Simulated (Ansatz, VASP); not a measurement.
**Two plane-wave programs on Fe**

```
Fe
1.0
     3.71924    0.00000    0.00000
    -1.85962    3.22096    0.00000
     0.00000    0.00000    4.26844
Fe
4
Direct
  0.00000 0.00000 0.25000
  0.00000 0.00000 0.75000
  0.33333 0.66667 0.75000
  0.66667 0.33333 0.25000
```

Alike in both runs: functional PBE; k mesh 9 × 9 × 2; occupations gaussian, width 0.1 eV; no spin polarisation.

Ansatz relaxed the structure, and its values are those at the end. VASP's run is a single point on that final structure, the one shown.

|  | VASP | Ansatz |
| --- | --- | --- |
| version | VASP 6.6.1 | Ansatz 0.2.0 |
| potentials or method | VASP PAW PBE potentials, release 64 (Fe) | scalar-relativistic, plane waves, PAW |
| plane-wave cutoff (eV) | 520 | 420 |
| valence electrons in the cell | 32 | 64 |

```tsv
	VASP	Ansatz	Ansatz less VASP
gap on the k mesh at the Fermi level (eV)	none	none	-
pressure (GPa)	-1.1	0.1	+1.14
```

A gap of «none» marks a metal or a gap that the smearing closes. The two sets of potentials don't hold the same shells in valence.

Caveats: the k mesh is coarse (spacing up to 0.74 Å⁻¹), so the values aren't converged; the run has no spin polarisation, though such a crystal can be magnetic. Spin polarisation is off, so any magnetic state and its effect on volume and gap are missing.
